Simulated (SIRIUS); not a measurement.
ZrC under changes of volume

One of the cells (13.493 Å³/atom); the others are scaled copies at fixed shape and fractional positions:

```
Zr C
1.0
     0.00000    2.38066    2.38066
     2.38066    0.00000    2.38066
     2.38066    2.38066    0.00000
Zr C
1 1
Direct
  0.50000 0.50000 0.50000
  0.00000 0.00000 0.00000
```

| Item | Value |
| --- | --- |
| Program | SIRIUS 7.10.0 |
| Functional | PBE |
| Potentials or basis | PseudoDojo 0.4.1 PBE standard (scalar relativistic) |
| Cutoff | 1127 eV |
| Density cutoff | 4507 eV |
| k mesh | 10 × 10 × 10 |
| Occupations | fermi-dirac, width 0.05 eV |
| Spin | no spin polarisation |

```tsv
volume (Å³/atom)	energy over the lowest point (meV/atom)	pressure (GPa)
12.434	22.05	12.0
12.699	?	?
12.963	0.00	1.6
13.493	8.87	-6.8
13.757	23.06	-10.4
14.022	42.91	-13.7
```

**Question.** What does the run at 12.699 Å³/atom give?

**Answer.** Energy over the lowest point 6.75 meV/atom; pressure 6.5 GPa.

Worked out: A Birch-Murnaghan fit of order 3 (a polynomial in V^(-2/3)) to the other rows has its minimum at 13.06 Å³/atom with B0 = V·E''(V) = 222 GPa and B' = 4.1. It gives 6.73 meV/atom at 12.699 Å³/atom, against the run's 6.75, and -dE/dV = 6.6 GPa, against 6.5.

Energies are extrapolated to zero smearing.
